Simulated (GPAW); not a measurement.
# SnTe (Fm-3m) in GPAW: notebook

The runs below take SnTe through band structure, G0W0 quasiparticle levels, with optB88-vdW, LDA, RPBE.

Program: GPAW 26.7.0. These are calculated values, not measurements. Logs are shortened: lines on timing, memory, paths and dates and some standing lists are left out, and cuts for length are marked. The log counts tension as positive stress, the text compression.

**The experiment to reproduce.**

From a printed reference work, textbook, for a bulk crystal of SnTe at 300 K: band gap 0.18 eV (direct).

How close the calculation comes is told below.

## 1. Starting point

Symmetry: Fm-3m, No. 225, cubic system. The conventional cell has a = 6.302 Å, b = 6.302 Å, c = 6.302 Å, α = 90.00°, β = 90.00°, γ = 90.00°. Te (site symmetry m-3m) is surrounded by 6 Sn at 3.15 Å. Sn (site symmetry m-3m) has 6 Te at 3.15 Å as nearest neighbours.

## 2. Band structure, optB88-vdW, spin-orbit coupling, no magnetisation

run.py

```python
import numpy as np
from ase.dft.bandgap import bandgap
from ase.io import read, write
from gpaw import GPAW, PW
from gpaw.spinorbit import soc_eigenstates

atoms = read('POSCAR')

calc = GPAW(mode=PW(600),
            xc={'name': 'optB88-vdW', 'backend': 'libvdwxc'},
            kpts={'size': (6, 6, 6), 'gamma': True},
            occupations={'name': 'fermi-dirac', 'width': 0.05},
            nbands=19,
            convergence={'density': 1e-05, 'energy': 1e-05},
            maxiter=150,
            legacy_gpaw=True,
            txt='gpaw.txt')
atoms.calc = calc
energy = atoms.get_potential_energy()
forces = atoms.get_forces()
calc.write('gs.gpw')
write('result.traj', atoms)
print(f'Energy: {energy:.6f} eV')
print('Forces (eV/A):')
print(forces.round(4))
print('Fermi level:', round(calc.get_fermi_level(), 4), 'eV')
print(f'Gap: {bandgap(calc)[0]:.4f} eV, direct: {bandgap(calc, direct=True)[0]:.4f} eV')

path = atoms.cell.bandpath('GXWKGLUWLK,UX', npoints=80, eps=1e-4)
bs_calc = calc.fixed_density(kpts=path, symmetry='off', nbands=32,
                             convergence={'bands': 'CBM+6.0', 'eigenstates': 1e-6}, txt='bands.txt')
bs = bs_calc.band_structure()
bs.write('bs.json')
print(f'Gap on the path: {bandgap(bs_calc)[0]:.4f} eV')

soc = soc_eigenstates(bs_calc, theta=54.7, phi=45)
np.savetxt('soc_bands.dat', soc.eigenvalues(), fmt='%.4f')
mesh = soc_eigenstates('gs.gpw', theta=54.7, phi=45)
np.savetxt('soc_mesh.dat', mesh.eigenvalues(), fmt='%.4f')
print('Fermi level with spin-orbit coupling:', round(mesh.fermi_level, 4), 'eV')
```

POSCAR

```
SnTe
1.0
    0.0000000000      3.1508500000      3.1508500000
    3.1508500000      0.0000000000      3.1508500000
    3.1508500000      3.1508500000      0.0000000000
Te Sn
1 1
Direct
    0.5000000000      0.5000000000      0.5000000000
    0.0000000000      0.0000000000      0.0000000000
```

Potentials or basis: GPAW PAW data sets (gpaw-data 1.2.1), pw.

Run with:

```sh
> OMP_NUM_THREADS=1 python run.py
```

gpaw.txt:

```text
___ ___ ___ _ _ _
 |   |   |_  | | | |
 | | | | | . | | | |
 |__ |  _|___|_____|  26.7.0
 |___|_|

Input parameters:
  convergence: {density: 1e-05,
                energy: 1e-05}
  kpts: {gamma: True,
         size: (6, 6, 6)}
  maxiter: 150
  mode: {ecut: 600.0,
         name: pw}
  nbands: 19
  occupations: {name: fermi-dirac,
                width: 0.05}
  xc: {backend: libvdwxc,
       name: optB88-vdW}

System changes: positions, numbers, cell, pbc, initial_charges, initial_magmoms

Initialize ...

species:
  Te:
    name:    Tellurium
    Z:       52.0
    valence: 6
    core:    46
    charge:  0.0  # [|e|]
    compensation charges:
      type: gauss
      rc: 0.36  # [Å]
      lmax: 2
    cutoffs:
      filter: 2.09  # [Å]
      core: 3.17  # [Å]
    projectors
    | kind |    occ | energy [eV] | rcut [Å] |
    |------|--------|-------------|----------|
    |   5s |  2.000 |     -15.089 |    1.180 |
    |   5p |  4.000 |      -5.955 |    1.196 |
    |    s |        |      12.123 |    1.180 |
    |    p |        |      21.256 |    1.196 |
    |    d |        |       0.000 |    1.238 |

    Using partial waves for Te as LCAO basis

  Sn:
    name:    Tin
    Z:       50.0
    valence: 14
    core:    36
    charge:  0.0  # [|e|]
    compensation charges:
      type: gauss
      rc: 0.38  # [Å]
      lmax: 2
    cutoffs:
      filter: 2.23  # [Å]
      core: 2.35  # [Å]
    projectors
    | kind |    occ | energy [eV] | rcut [Å] |
    |------|--------|-------------|----------|
    |   5s |  2.000 |     -10.538 |    1.201 |
    |   5p |  2.000 |      -3.696 |    1.270 |
    |   4d | 10.000 |     -25.845 |    1.185 |
    |    s |        |      16.674 |    1.201 |
    |    p |        |      23.515 |    1.270 |
    |    d |        |       1.367 |    1.185 |

    Using partial waves for Sn as LCAO basis

Reference energy: -352801.376741  # eV

Spin-paired calculation

Convergence criteria:
 Maximum [total energy] change in last 3 cyles: 1e-05 eV / valence electron
 Maximum integral of absolute [dens]ity change: 1e-05 electrons / valence electron
 Maximum integral of absolute [eigenst]ate change: 4e-08 eV^2 / valence electron
 Maximum number of scf [iter]ations: 150
 (Square brackets indicate name in SCF output, whereas a 'c' in
 the SCF output indicates the quantity has converged.)

Symmetries present (total): 48

  ( 1  0  0)  ( 1  0  0)  ( 1  0  0)  ( 1  0  0)  ( 1  0 -1)  ( 1  0 -1)
  ( 1  0 -1)  ( 1 -1  0)  ( 0  1  0)  ( 0  0  1)  ( 1  0  0)  ( 1 -1  0)
  ( 1 -1  0)  ( 1  0 -1)  ( 0  0  1)  ( 0  1  0)  ( 1 -1  0)  ( 1  0  0)

  ( 1  0 -1)  ( 1  0 -1)  ( 1 -1  0)  ( 1 -1  0)  ( 1 -1  0)  ( 1 -1  0)
  ( 0  1 -1)  ( 0  0 -1)  ( 1  0  0)  ( 1  0 -1)  ( 0 -1  1)  ( 0 -1  0)
  ( 0  0 -1)  ( 0  1 -1)  ( 1  0 -1)  ( 1  0  0)  ( 0 -1  0)  ( 0 -1  1)

  ( 0  1  0)  ( 0  1  0)  ( 0  1  0)  ( 0  1  0)  ( 0  1 -1)  ( 0  1 -1)
  ( 1  0  0)  ( 0  1 -1)  ( 0  0  1)  (-1  1  0)  ( 1  0 -1)  ( 0  1  0)
  ( 0  0  1)  (-1  1  0)  ( 1  0  0)  ( 0  1 -1)  ( 0  0 -1)  (-1  1  0)

  ( 0  1 -1)  ( 0  1 -1)  ( 0  0  1)  ( 0  0  1)  ( 0  0  1)  ( 0  0  1)
  ( 0  0 -1)  (-1  1  0)  ( 1  0  0)  ( 0  1  0)  ( 0 -1  1)  (-1  0  1)
  ( 1  0 -1)  ( 0  1  0)  ( 0  1  0)  ( 1  0  0)  (-1  0  1)  ( 0 -1  1)

  ( 0  0 -1)  ( 0  0 -1)  ( 0  0 -1)  ( 0  0 -1)  ( 0 -1  1)  ( 0 -1  1)
  ( 1  0 -1)  ( 0  1 -1)  ( 0 -1  0)  (-1  0  0)  ( 1 -1  0)  ( 0  0  1)
  ( 0  1 -1)  ( 1  0 -1)  (-1  0  0)  ( 0 -1  0)  ( 0 -1  0)  (-1  0  1)

  ( 0 -1  1)  ( 0 -1  1)  ( 0 -1  0)  ( 0 -1  0)  ( 0 -1  0)  ( 0 -1  0)
  ( 0 -1  0)  (-1  0  1)  ( 1 -1  0)  ( 0  0 -1)  ( 0 -1  1)  (-1  0  0)
  ( 1 -1  0)  ( 0  0  1)  ( 0 -1  1)  (-1  0  0)  ( 1 -1  0)  ( 0  0 -1)

  (-1  1  0)  (-1  1  0)  (-1  1  0)  (-1  1  0)  (-1  0  1)  (-1  0  1)
  ( 0  1  0)  ( 0  1 -1)  (-1  0  1)  (-1  0  0)  ( 0  0  1)  ( 0 -1  1)
  ( 0  1 -1)  ( 0  1  0)  (-1  0  0)  (-1  0  1)  ( 0 -1  1)  ( 0  0  1)

  (-1  0  1)  (-1  0  1)  (-1  0  0)  (-1  0  0)  (-1  0  0)  (-1  0  0)
  (-1  1  0)  (-1  0  0)  ( 0  0 -1)  ( 0 -1  0)  (-1  1  0)  (-1  0  1)
  (-1  0  0)  (-1  1  0)  ( 0 -1  0)  ( 0  0 -1)  (-1  0  1)  (-1  1  0)

216 k-points: 6 x 6 x 6 Monkhorst-Pack grid + [1/12,1/12,1/12]
16 k-points in the irreducible part of the Brillouin zone
       k-points in crystal coordinates                weights
   0:     0.00000000    0.00000000    0.00000000          1/216
   1:     0.16666667    0.16666667    0.00000000          6/216
   2:     0.16666667    0.16666667    0.16666667          8/216
   3:     0.33333333    0.16666667    0.16666667         12/216
   4:     0.33333333    0.33333333   -0.33333333         12/216
   5:     0.33333333    0.33333333    0.00000000          6/216
   6:     0.33333333    0.33333333    0.16666667         24/216
   7:     0.33333333    0.33333333    0.33333333          8/216
   8:     0.50000000    0.33333333   -0.33333333         24/216
   9:     0.50000000    0.33333333   -0.16666667         12/216
          ...
  15:     0.50000000    0.50000000    0.50000000          4/216

Wave functions: Plane wave expansion
  Cutoff energy: 600.000 eV
  Number of coefficients (min, max): 2060, 2100
  Pulay-stress correction: 0.000000 eV/Ang^3 (de/decut=0.000000)
  Using FFTW library
  ScaLapack parameters: grid=1x1, blocksize=None
  Wavefunction extrapolation:
    Improved wavefunction reuse through dual PAW basis

Occupation numbers: Fermi-Dirac:
  width: 0.0500  # eV

Eigensolver
   Davidson(niter=2)

Densities:
  Coarse grid: 27*27*27 grid
  Fine grid: 54*54*54 grid
  Total Charge: 0.000000

Density mixing:
  Method: separate
  Backend: msr1
  Linear mixing parameter: 0.05
  old densities: 10
  Width of damping distribution: 1.1
  Damping of long wavelength oscillations: 20

Hamiltonian:
  XC and Coulomb potentials evaluated on a 54*54*54 grid
  Using the optB88 Exchange-Correlation functional
  External potential:
    NoExternalPotential

XC parameters: optB88 with libvdwxc
  Mode: serial
  Semilocal: GGA_X_OPTB88_VDW+LDA_C_PW with 2 nearest neighbor stencil
  Corresponding non-local functional: vdW-DF
  Local blocksize: 54 x 54 x 54
  PAW datasets: PBE

Number of atoms: 2
Number of atomic orbitals: 13
Number of bands in calculation: 19
Number of valence electrons: 20
Bands to converge: occupied

... initialized

Initializing position-dependent things.

Density initialized from atomic densities
Creating initial wave functions:
  13 bands from LCAO basis set
  6 bands from random numbers

                 Te

       Sn

Atomic positions and initial magnetic moments

Positions:
   0 Te     3.150850    3.150850    3.150850    ( 0.0000,  0.0000,  0.0000)
   1 Sn     0.000000    0.000000    0.000000    ( 0.0000,  0.0000,  0.0000)

Unit cell:
           periodic     x           y           z      points  spacing
  1. axis:    yes    0.000000    3.150850    3.150850    27     0.1348
  2. axis:    yes    3.150850    0.000000    3.150850    27     0.1348
  3. axis:    yes    3.150850    3.150850    0.000000    27     0.1348

  Lengths:   4.455975   4.455975   4.455975
  Angles:   60.000000  60.000000  60.000000

Effective grid spacing dv^(1/3) = 0.1470

iter:   1   -78.435431
iter:   2   -78.431770   -1.82  -1.44
iter:   3   -78.400563   -2.39  -1.47
iter:   4   -78.403706   -3.43  -1.96
iter:   5   -78.404275   -3.91  -2.36
iter:   6   -78.404244   -5.19  -3.41
iter:   7   -78.404247c  -5.95  -3.60
iter:   8   -78.404247c  -6.93  -4.18
iter:   9   -78.404247c  -7.59c -4.50
iter:  10   -78.404247c  -8.40c -5.10c

Converged after 10 iterations.

Dipole moment: (-0.000000, 0.000000, 0.000000) |e|*Ang

Energy contributions relative to reference atoms: (reference = -352801.376741)

Kinetic:        +18.488592
Potential:      -17.651338
External:        +0.000000
XC:             -78.957833
Entropy (-ST):   -0.002597
Local:           -0.282369
SIC:             +0.000000
--------------------------
Free energy:    -78.405546
Extrapolated:   -78.404247

Non-local optB88 correlation energy: 1.619678
Semilocal GGA_X_OPTB88_VDW+LDA_C_PW energy: -149.493389
(Not including atomic contributions)
Showing only first 2 kpts
 Kpt  Band  Eigenvalues  Occupancy
  0     8      4.22895    2.00000
  0     9      4.22895    2.00000
  0    10      9.68309    0.00000
  0    11      9.68309    0.00000

  1     8      3.74249    2.00000
  1     9      5.58908    2.00000
  1    10      7.31076    0.00000
  1    11      9.86797    0.00000

Fermi level: 6.44694

Gap: 0.027 eV
Transition (v -> c):
  (s=0, k=15, n=9, [0.50, 0.50, 0.50]) -> (s=0, k=15, n=10, [0.50, 0.50, 0.50])
No difference between direct/indirect transitions

Forces in eV/Ang:
  0 Te    0.00000   -0.00000   -0.00000
  1 Sn    0.00000    0.00000    0.00000

Writing to gs.gpw (mode='')
```

Run time: 41 s. Hardware: 1 thread of Intel Xeon 6975P-C (Granite Rapids), shared host; peak memory 0.39 GiB.

Results:

```yaml
Free_energy: -78.4055 eV
Band_gap_on_the_k_mesh: 0.25 eV, direct
Band_gap_along_the_path: 0.24 eV, direct
```

Levels at the corners of the path, in eV from the valence-band top:
```tsv
point	band 16	band 17	band 18	band 19	band 20	band 21	band 22	band 23	band 24	band 25
Γ	-2.66	-1.73	-1.73	-1.73	-1.73	2.78	2.78	3.73	3.73	3.73
X	-5.45	-3.87	-3.87	-3.37	-3.37	2.42	2.42	4.56	4.56	5.38
W	-4.80	-4.60	-4.60	-0.73	-0.73	0.95	0.95	4.68	4.68	4.94
K	-5.05	-3.21	-3.21	-2.52	-2.52	2.88	2.88	3.42	3.42	4.40
Γ	-2.66	-1.73	-1.73	-1.73	-1.73	2.78	2.78	3.73	3.73	3.73
L	-2.06	-1.40	-1.40	0.00	0.00	0.25	0.25	0.45	0.45	0.68
U	-5.05	-3.21	-3.21	-2.52	-2.52	2.88	2.88	3.42	3.42	4.40
W	-4.80	-4.60	-4.60	-0.73	-0.73	0.95	0.95	4.68	4.68	4.94
L	-2.06	-1.40	-1.40	0.00	0.00	0.25	0.25	0.45	0.45	0.68
K	-5.05	-3.21	-3.21	-2.52	-2.52	2.88	2.88	3.42	3.42	4.40
U	-5.05	-3.21	-3.21	-2.52	-2.52	2.88	2.88	3.42	3.42	4.40
X	-5.45	-3.87	-3.87	-3.37	-3.37	2.42	2.42	4.56	4.56	5.38
```

Caveat: spin-orbit coupling was added after a scalar SCF, so levels and gaps hold it while energy, forces, pressure and moments don't; this program's spin-orbit splittings come out too wide for heavy elements; the PAW data sets were made with another functional, which shifts forces and pressure a little.

## 3. Band structure, LDA

run.py

```python
from ase.dft.bandgap import bandgap
from ase.io import read, write
from ase.units import GPa
from gpaw import GPAW, PW, setup_paths

setup_paths.insert(0, '.')

atoms = read('SnTe.cif')

calc = GPAW(mode=PW(600),
            xc='LDA',
            kpts={'size': (6, 6, 6), 'gamma': True},
            occupations={'name': 'fermi-dirac', 'width': 0.05},
            nbands=19,
            convergence={'density': 1e-05, 'energy': 1e-05},
            maxiter=150,
            txt='gpaw.txt')
atoms.calc = calc
energy = atoms.get_potential_energy()
forces = atoms.get_forces()
stress = atoms.get_stress()
calc.write('gs.gpw')
write('result.traj', atoms)
print(f'Energy: {energy:.6f} eV')
print('Forces (eV/A):')
print(forces.round(4))
print('Stress (GPa):', (stress / GPa).round(3))
print('Fermi level:', round(calc.get_fermi_level(), 4), 'eV')
print(f'Gap: {bandgap(calc)[0]:.4f} eV, direct: {bandgap(calc, direct=True)[0]:.4f} eV')

path = atoms.cell.bandpath('GXWKGLUWLK,UX', npoints=60, eps=1e-4)
bs_calc = calc.fixed_density(kpts=path, symmetry='off', nbands=32,
                             convergence={'bands': 'CBM+6.0', 'eigenstates': 1e-6}, txt='bands.txt')
bs = bs_calc.band_structure()
bs.write('bs.json')
print(f'Gap on the path: {bandgap(bs_calc)[0]:.4f} eV')
```

SnTe.cif

```cif
data_SnTe
_cell_length_a 4.45597480
_cell_length_b 4.45597480
_cell_length_c 4.45597480
_cell_angle_alpha 60.00000000
_cell_angle_beta 60.00000000
_cell_angle_gamma 60.00000000
_space_group_name_H-M_alt 'P1'
_space_group_name_Hall 'P 1'
_space_group_IT_number 1
loop_
_space_group_symop_operation_xyz
'x,y,z'
loop_
_atom_site_label
_atom_site_type_symbol
_atom_site_symmetry_multiplicity
_atom_site_Wyckoff_symbol
_atom_site_fract_x
_atom_site_fract_y
_atom_site_fract_z
_atom_site_occupancy
Te1 Te 1 a 0.5000000000 0.5000000000 0.5000000000 1
Sn1 Sn 1 a 0.0000000000 0.0000000000 0.0000000000 1
```

Potentials or basis: PAW data sets generated in the run's folder for this functional, pw.

Run with:

```sh
> gpaw-setup -f LDA Sn Te
> OMP_NUM_THREADS=1 python run.py
```

It took 34 s on 1 thread of Intel Xeon 6975P-C (Granite Rapids), shared host; peak memory 0.28 GiB.

The run converged. Its results:

| Item | Value |
| --- | --- |
| Free energy | -9.1319 eV |
| Pressure | -1.8 GPa |
| Band gap on the k mesh | 0.11 eV, direct |
| Band gap along the path | 0.11 eV, direct |

Levels at the corners of the path, in eV from the valence-band top:
```csv
point,band 8,band 9,band 10,band 11,band 12,band 13
Γ,-2.07,-2.07,-2.07,3.34,3.34,3.34
X,-5.50,-3.66,-3.66,2.27,4.90,4.90
W,-4.75,-4.75,-0.76,0.85,4.69,4.69
K,-5.10,-3.17,-2.67,3.05,3.11,4.25
Γ,-2.07,-2.07,-2.07,3.34,3.34,3.34
L,-1.71,-1.71,0.00,0.11,0.40,0.40
U,-5.10,-3.17,-2.67,3.05,3.11,4.25
W,-4.75,-4.75,-0.76,0.85,4.69,4.69
L,-1.71,-1.71,0.00,0.11,0.40,0.40
K,-5.10,-3.17,-2.67,3.05,3.11,4.25
U,-5.10,-3.17,-2.67,3.05,3.11,4.25
X,-5.50,-3.66,-3.66,2.27,4.90,4.90
```

Caveat: spin-orbit coupling is left out, which moves the levels of the heavy elements.

(Part 1 of 2 ends here.)
